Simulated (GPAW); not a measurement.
A run of GPAW 26.7.0:

Contents of run.py:

```python
import spglib
from ase import Atoms
from ase.calculators.mixing import SumCalculator
from ase.filters import FrechetCellFilter
from ase.io import read, write
from ase.optimize import BFGS
from dftd4.ase import DFTD4
from gpaw import GPAW, PW

atoms = read('P.cif')
cell, positions, numbers = spglib.find_primitive(
    (atoms.cell[:], atoms.get_scaled_positions(), atoms.numbers), symprec=1e-4)
atoms = Atoms(numbers, cell=cell, scaled_positions=positions, pbc=True)

calc = GPAW(mode=PW(600),
            xc='MGGA_X_R2SCAN+MGGA_C_R2SCAN',
            kpts={'size': (5, 5, 4), 'gamma': True},
            occupations={'name': 'fermi-dirac', 'width': 0.05},
            nbands=21,
            convergence={'density': 1e-05, 'energy': 1e-05},
            maxiter=150,
            txt='gpaw.txt')
atoms.calc = SumCalculator([calc, DFTD4(method='r2scan')])
opt = BFGS(FrechetCellFilter(atoms), trajectory='relax.traj', logfile='-')
done = opt.run(fmax=0.02, steps=100)
calc.write('gs.gpw')
write('result.traj', atoms)
print('Converged:', done)
print('Cell:', atoms.cell.cellpar().round(4))
print('Volume:', round(atoms.get_volume(), 4))
print(atoms.get_scaled_positions().round(5))
```

Contents of P.cif:

```cif
data_P
_cell_length_a 3.29548625
_cell_length_b 10.93007545
_cell_length_c 4.54363559
_cell_angle_alpha 90.00000000
_cell_angle_beta 90.00000000
_cell_angle_gamma 90.00000000
_space_group_name_H-M_alt 'Cmce'
_space_group_name_Hall '-C 2ac 2'
_space_group_IT_number 64
loop_
_space_group_symop_operation_xyz
'x,y,z'
'-x,-y,-z'
'-x+1/2,-y,z+1/2'
'x+1/2,y,-z+1/2'
'x,-y,-z'
'-x,y,z'
'-x+1/2,y,-z+1/2'
'x+1/2,-y,z+1/2'
'x+1/2,y+1/2,z'
'-x+1/2,-y+1/2,-z'
'-x,-y+1/2,z+1/2'
'x,y+1/2,-z+1/2'
'x+1/2,-y+1/2,-z'
'-x+1/2,y+1/2,z'
'-x,y+1/2,-z+1/2'
'x,-y+1/2,z+1/2'
loop_
_atom_site_label
_atom_site_type_symbol
_atom_site_symmetry_multiplicity
_atom_site_Wyckoff_symbol
_atom_site_fract_x
_atom_site_fract_y
_atom_site_fract_z
_atom_site_occupancy
P1 P 8 f 0.5000000000 0.5958568700 0.5888151700 1
```

Potentials or basis: GPAW PAW data sets (gpaw-data 1.2.1), pw.

The run is started by

```sh
$ OMP_NUM_THREADS=1 python run.py
```

Hardware: 1 thread of Intel(R) Xeon(R) Platinum 8488C (Sapphire Rapids), on a shared host.

How long does it take, and how much memory?

It took 24 min on 1 thread of Intel(R) Xeon(R) Platinum 8488C (Sapphire Rapids) (shared host), peak memory 0.64 GiB. Counts: scf iterations 189, plane waves 2758, bands 21, k points 33, ion steps 14.
